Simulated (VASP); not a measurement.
# Li15O8 (a cell with a defect): single point with PBE

The system is Li15O8 (a cell with a defect).

```
CELL_PARAMETERS angstrom
0.00000 4.62605 4.62605
4.62605 0.00000 4.62605
4.62605 4.62605 0.00000
ATOMIC_POSITIONS crystal
Li 0.18036 0.18036 0.06964
Li 0.12493 0.12493 0.62507
Li 0.14135 0.60994 0.10719
Li 0.14135 0.60994 0.64152
Li 0.60994 0.14135 0.10719
Li 0.60994 0.14135 0.64152
Li 0.62462 0.62462 0.12538
Li 0.60442 0.60442 0.64558
Li 0.37625 0.37625 0.37375
Li 0.37461 0.87175 0.37182
Li 0.37461 0.87175 0.88182
Li 0.87175 0.37461 0.37182
Li 0.87175 0.37461 0.88182
Li 0.88318 0.88318 0.36682
Li 0.87385 0.87385 0.87615
O 0.51194 0.98318 0.00244
O 0.49587 0.00112 0.50151
O 0.50363 0.50363 0.00775
O 0.50363 0.50363 0.48499
O 0.00219 0.00219 0.99233
O 0.00219 0.00219 0.50328
O 0.98318 0.51194 0.00244
O 0.00112 0.49587 0.50151
```

```json
{
  "Program": "VASP 6.6.1",
  "Task": "single point",
  "Functional": "PBE",
  "Potentials or basis": "VASP PAW PBE potentials, release 64 (Li_sv, O)",
  "Cutoff": "520 eV",
  "k mesh": "2 × 2 × 2",
  "Occupations": "gaussian, width 0.02 eV",
  "Spin": "no spin polarisation",
  "Dipole correction": "no",
  "Charge": "-1",
  "Further INCAR settings": "LREAL = Auto; ALGO = Fast; EDIFF = 1e-06; NBANDS = 64; NELECT = 94.0"
}
```

```yaml
Largest_force: 0.379 eV/Å
Band_gap_on_the_k_mesh: 4.93 eV, direct
```

Forces in eV/Å, atoms in the order of the input:
```
Li   0.000  0.000 -0.379
Li   0.000  0.000  0.023
Li  -0.039  0.008 -0.002
Li  -0.008  0.039 -0.002
Li   0.008 -0.039 -0.002
Li   0.039 -0.008 -0.002
Li   0.000  0.000  0.035
Li   0.000  0.000  0.016
Li   0.000  0.000  0.018
Li   0.004  0.036  0.029
Li  -0.036 -0.004  0.029
Li   0.036  0.004  0.029
Li  -0.004 -0.036  0.029
Li   0.000  0.000 -0.026
Li   0.000  0.000  0.006
O    0.014 -0.014  0.014
O    0.003 -0.003  0.015
O   -0.004 -0.004  0.034
O    0.004  0.004  0.034
O    0.027  0.027  0.037
O   -0.027 -0.027  0.037
O   -0.014  0.014  0.014
O   -0.003  0.003  0.015
```

Levels at points of the mesh, in eV from the valence-band top:
```csv
k point,band 43,band 44,band 45,band 46,band 47,band 48,band 49,band 50,band 51,band 52
"(0.00, 0.00, 0.00)",-0.37,-0.31,-0.06,-0.01,0.00,4.93,4.99,5.06,5.09,8.28
"(0.50, 0.00, 0.00)",-0.75,-0.27,-0.24,-0.17,-0.15,6.30,6.47,6.51,6.71,6.77
"(0.00, 0.00, 0.50)",-0.76,-0.35,-0.24,-0.20,-0.17,6.29,6.43,6.54,6.76,6.76
"(0.50, 0.50, 0.00)",-0.59,-0.54,-0.46,-0.44,-0.31,5.94,6.06,6.90,7.16,7.50
"(0.00, 0.50, 0.50)",-0.56,-0.52,-0.41,-0.39,-0.34,5.89,6.02,7.03,7.14,7.56
```

Wall time 4.9 min on 1 thread of Intel(R) Xeon(R) Platinum 8259CL CPU @ 2.50GHz (Skylake/Cascade Lake), on a shared host, peak memory 0.35 GiB.

Caveat: the k mesh is coarse (spacing up to 0.59 Å⁻¹), so the values aren't converged; the cell carries a net charge on a neutralising background, which shifts energy and pressure; the cell is charged against a uniform background, so pressure and absolute levels hang on convention. Expect the measured gap to be larger: semilocal functionals such as PBE lack the derivative discontinuity.
